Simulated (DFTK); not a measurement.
**BeTe under changes of volume**

One of the cells (21.254 Å³/atom); the others are scaled copies at fixed shape and fractional positions:

```xyz
2
Lattice="0.0000 2.7700 2.7700 2.7700 0.0000 2.7700 2.7700 2.7700 0.0000" Properties=species:S:1:pos:R:3 pbc="T T T"
Te    4.1550    4.1550    4.1550
Be    0.0000    0.0000    0.0000
```

- Program: DFTK 0.8.2
- Functional: PBEsol
- Potentials or basis: dojo.nc.sr.pbesol.v0_4_1.standard.upf (PBEsol)
- Cutoff: 1197 eV
- k mesh: 8 × 8 × 8
- Occupations: fermi-dirac, width 0.05 eV
- Spin: no spin polarisation

```csv
volume (Å³/atom),energy over the lowest point (meV/atom),pressure (GPa),gap on the mesh (eV)
19.979,43.68,7.3,1.58
20.404,26.72,5.5,1.64
20.829,14.26,3.9,1.70
21.254,5.91,2.4,1.75
21.679,?,?,?
22.104,0.00,-0.1,1.85
22.529,1.79,-1.2,1.90
```

Task: What does the run at 21.679 Å³/atom give?

Result: Energy over the lowest point 1.27 meV/atom; pressure 1.1 GPa; gap on the mesh 1.80 eV.

Worked out: A Birch-Murnaghan fit of order 3 (a polynomial in V^(-2/3)) to the other rows has its minimum at 22.06 Å³/atom with B0 = V·E''(V) = 60 GPa and B' = 4.0. It gives 1.27 meV/atom at 21.679 Å³/atom, against the run's 1.27, and -dE/dV = 1.1 GPa, against 1.1. A straight line through the other rows of the gap, of slope 2.64 eV per unit of ln V, gives 1.80 eV, against the run's 1.80.

Energies are extrapolated to zero smearing.

Caveats: spin-orbit coupling is left out, which moves the levels of the heavy elements.

A mesh can miss the band edges.
